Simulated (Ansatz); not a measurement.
Pb:

```xyz
2
Lattice="3.4800 0.0000 0.0000 -1.7400 3.0138 0.0000 0.0000 0.0000 5.5900" Properties=species:S:1:pos:R:3 pbc="T T T"
Pb    1.7400    1.0046    4.1925
Pb    0.0000    2.0092    1.3975
```

This isn't the form of Pb at room conditions, which is fcc.

```yaml
Program: Ansatz 0.2.0
Task: relaxation of cell and atoms
Functional: PBEsol
Potentials_or_basis: Ansatz PAW
Cutoff: "420 eV (not typed: the program's choice for these potentials)"
k_mesh: 9 × 9 × 5
Occupations: fermi-dirac, width 0.05 eV
Spin: no spin polarisation
```

At the start: volume 29.31 Å³/atom.

How do energy, volume and symmetry change on relaxing?

It ends after 5 steps and the volume is 29.81 Å³/atom (+1.7 %); space group P6_3/mmc (No. 194, to 0.05 Å).

Step by step:
| step | energy change (eV) | largest force (eV/Å) | volume (Å³) |
| --- | --- | --- | --- |
| 1 | 0.0000 | 0.0000 | 58.63 |
| 2 | -0.0282 | 0.0000 | 60.13 |
| 3 | -0.0306 | 0.0000 | 59.50 |
| 4 | -0.0306 | 0.0000 | 59.62 |
| 5 | -0.0307 | 0.0000 | 59.62 |

Final structure:
```yaml
crystal:
  lattice:
    - [3.43136, 0.00000, 0.00000]
    - [-1.71568, 2.97165, 0.00000]
    - [0.00000, 0.00000, 5.84656]
  atoms:
    - { symbol: Pb, position: [0.66667, 0.33333, 0.75000] }
    - { symbol: Pb, position: [0.33333, 0.66667, 0.25000] }
```

Caveat: the plane-wave basis is chosen anew once the cell has moved, so the energies of steps on either side of that aren't comparable; the PAW data sets come from PBE, with cores solved anew for the run's functional, which leaves a small shift of forces and pressure.
